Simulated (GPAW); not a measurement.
ZrC:

```
Zr C
1.0
     0.00000    2.36500    2.36500
     2.36500    0.00000    2.36500
     2.36500    2.36500    0.00000
Zr C
1 1
Direct
  0.50000 0.50000 0.50000
  0.00000 0.00000 0.00000
```

- Program: GPAW 26.7.0
- Task: relaxation of cell and atoms
- Functional: RPBE
- Dispersion: D3(BJ)
- Potentials or basis: the program's PAW data sets (release 1.2.1) made for this functional
- Cutoff: 800 eV
- Basis: pw
- k mesh: 10 × 10 × 10
- Occupations: fermi-dirac, width 0.05 eV
- Spin: no spin polarisation

At the start: pressure -33.8 GPa; volume 13.23 Å³/atom.

Problem. Where does the relaxation end?

Solution. Over 4 steps the energy falls by 214.2 meV/atom and the volume is 11.43 Å³/atom (-13.6 %); space group Fm-3m (No. 225, to 0.05 Å).

The path:
| step | energy change (eV) | largest force (eV/Å) | pressure (GPa) | volume (Å³) |
| --- | --- | --- | --- | --- |
| 1 | 0.0000 | 0.0000 | -33.80 | 26.46 |
| 2 | -0.2720 | 0.0000 | -22.66 | 24.92 |
| 3 | -0.4232 | 0.0000 | 4.66 | 22.49 |
| 4 | -0.4284 | 0.0000 | -0.39 | 22.86 |

Final structure:
```
Zr C
1.0
     0.00000    2.25249    2.25249
     2.25249    0.00000    2.25249
     2.25249    2.25249    0.00000
Zr C
1 1
Direct
  0.50000 0.50000 0.50000
  0.00000 0.00000 0.00000
```

Caveat: later steps reuse the first step's grids; the volume moved by -14 % from the deposited cell, more than functionals usually miss; pairwise dispersion overbinds metals, which lowers pressure and volume.
